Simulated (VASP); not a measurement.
CaO in VASP 6.6.1, single-point calculation

INCAR

```
LWAVE = .FALSE.
LREAL = .FALSE.
EDIFF = 1E-7
LASPH = .TRUE.
NELM = 67
ENCUT = 520
ISIF = 2
NSW = 0
ISMEAR = 0
LCHARG = .FALSE.
PREC = Accurate
MAGMOM = 1 1
SIGMA = 0.01
GGA = CA
IBRION = -1
ISPIN = 2
NBANDS = 15
```

KPOINTS

```
KPOINTS created by Atomic Simulation Environment
0
Gamma
8 8 8
0 0 0
```

POSCAR

```
Ca O
 1.0000000000000000
     2.9032089642333831    0.0000000000000000   -0.0000000000000000
    -0.0000000000000000    2.9032089642333831    0.0000000000000000
    -0.0000000000000000    0.0000000000000000    2.9032089642333831
 Ca  O
   1   1
Cartesian
  0.0000000000000000 -0.0000000000000000 -0.0000000000000000
  1.4516044821166916  1.4516044821166916  1.4516044821166916
```

The recommended LDA PAW datasets give the neutral cell 16 valence electrons.

Command

```
mpirun -np 1 vasp_std
```

OSZICAR

```
N       E                     dE             d eps       ncg     rms          rms(c)
DAV:   1     0.117353571455E+03    0.11735E+03   -0.87076E+03  2100   0.111E+03
DAV:   2    -0.989776438414E+01   -0.12725E+03   -0.11951E+03  2641   0.291E+02
DAV:   3    -0.142254753616E+02   -0.43277E+01   -0.43024E+01  2403   0.556E+01
DAV:   4    -0.143156883618E+02   -0.90213E-01   -0.90171E-01  3053   0.724E+00
DAV:   5    -0.143168430497E+02   -0.11547E-02   -0.11547E-02  2376   0.675E-01    0.110E+01
DAV:   6    -0.133902055684E+02    0.92664E+00   -0.34308E+00  2346   0.199E+01    0.420E+00
DAV:   7    -0.133508254685E+02    0.39380E-01   -0.35386E-01  2368   0.596E+00    0.177E+00
DAV:   8    -0.133122217002E+02    0.38604E-01   -0.77304E-02  2710   0.259E+00    0.738E-01
DAV:   9    -0.133110718840E+02    0.11498E-02   -0.39235E-03  3005   0.599E-01    0.164E-01
DAV:  10    -0.133110142935E+02    0.57591E-04   -0.77915E-04  2338   0.281E-01    0.675E-02
DAV:  11    -0.133110121626E+02    0.21309E-05   -0.10617E-04  3136   0.108E-01    0.385E-02
DAV:  12    -0.133109739493E+02    0.38213E-04   -0.14686E-05  2875   0.333E-02    0.710E-03
DAV:  13    -0.133109732352E+02    0.71405E-06   -0.27124E-06  2615   0.182E-02    0.400E-03
DAV:  14    -0.133109732145E+02    0.20668E-07   -0.25269E-07  2897   0.440E-03
   1 F= -.13310973E+02 E0= -.13310973E+02  d E =-.186666E-44  mag=    -0.0000
```

It converged. Results: pressure -6.0 GPa; magnetic moment of the cell 0.00 μB.

For comparison, a separate LDA run of the intended cell, on usual settings and not on those above, gives a gap of 2.59 eV on its mesh and a pressure of -6.0 GPa.

The run above took about 8 s on one core of a shared host (Intel Xeon 6975P-C) and held 0.14 GiB at most.
